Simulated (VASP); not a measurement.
Input of a VASP 6.6.1 run:

Contents of INCAR:

```
ALGO = Normal
EDIFF = 1E-6
EDIFFG = -0.02
ENCUT = 600
GGA = PS
IBRION = 2
ISIF = 3
ISMEAR = -1
LASPH = True
LCHARG = False
LREAL = False
LWAVE = False
NELM = 80
NSW = 40
PREC = Accurate
PSTRESS = 20
SIGMA = 0.05
```

The input KPOINTS:

```
k-points
0
Gamma
  9 9 5
```

Contents of POSCAR:

```
Zr
1.0
    3.2319982200      0.0000000000      0.0000000000
   -1.6159991100      2.7989925700      0.0000000000
    0.0000000000      0.0000000000      5.1470000000
Zr
2
Direct
    0.3346542400      0.6741300100      0.2538998500
    0.6653457600      0.3258699900      0.7461001500
```

Potentials or basis: VASP PAW PBE potentials, release 64 (Zr_sv).

Run with:

```bash
$ cat potpaw_PBE.64/Zr_sv/POTCAR > POTCAR
$ mpirun -np 1 vasp_std > vasp.out
```

(1) What does it give for the relaxed volume?

(2) What does it give for the space group after relaxing (to 0.05 Å)?

(3) Estimate the relaxed cell.

## Answers

(1) 22.04 Å³/atom.

(2) Cmcm (No. 63).

(3) a = 3.154 Å, b = 3.162 Å, c = 5.096 Å, α = 90.01°, β = 90.00°, γ = 119.84°.

Caveat: the cell is relaxed towards a set pressure, so the enthalpy falls and the energy may rise; the PAW data sets were made with another functional, which shifts forces and pressure a little.
